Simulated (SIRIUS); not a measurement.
## Cu in SIRIUS: convergence with k mesh

The system is Cu.

```
Cu
1.0
     0.00000    1.80750    1.80750
     1.80750    0.00000    1.80750
     1.80750    1.80750    0.00000
Cu
1
Direct
  0.00000 0.00000 0.00000
```

```yaml
Program: SIRIUS 7.12.0
Task: convergence study
Functional: LDA
Potentials_or_basis: all-electron FP-LAPW
Cutoff: 187 eV
Basis: apw+lo standard
k_mesh: 2 × 2 × 2
Occupations: fermi-dirac, width 0.05 eV
Spin: no spin polarisation
```

These are the settings of the first run; the series varies k mesh, with any setting tied to it.

Hardware: 1 thread of AMD EPYC 9R45 96-Core Processor (Zen 5) (shared host).

| k mesh | energy less the tightest run, at zero smearing (meV/atom) | SCF cycles | CPU time (s) | peak memory (GiB) |
| --- | --- | --- | --- | --- |
| 2 × 2 × 2 | 2079.22 | 14 | 11 | 0.24 |
| 4 × 4 × 4 | 165.04 | 7 | 8.6 | 0.24 |
| 6 × 6 × 6 | 63.49 | 7 | 8.9 | 0.25 |
| 8 × 8 × 8 | 32.30 | 7 | 8.8 | 0.26 |
| 10 × 10 × 10 | 14.80 | 6 | 9.2 | 0.27 |
| 13 × 13 × 13 | -0.64 | 6 | 10 | 0.3 |
| 16 × 16 × 16 | 0.00 | 6 | 12 | 0.35 |

Against the tightest run, the energy stays within 1 meV/atom from 13 × 13 × 13 on. Meshes of other sizes hit other points, so gaps and Fermi surfaces needn't settle smoothly. The tightest run that finished is the yardstick and may itself not be fully converged.
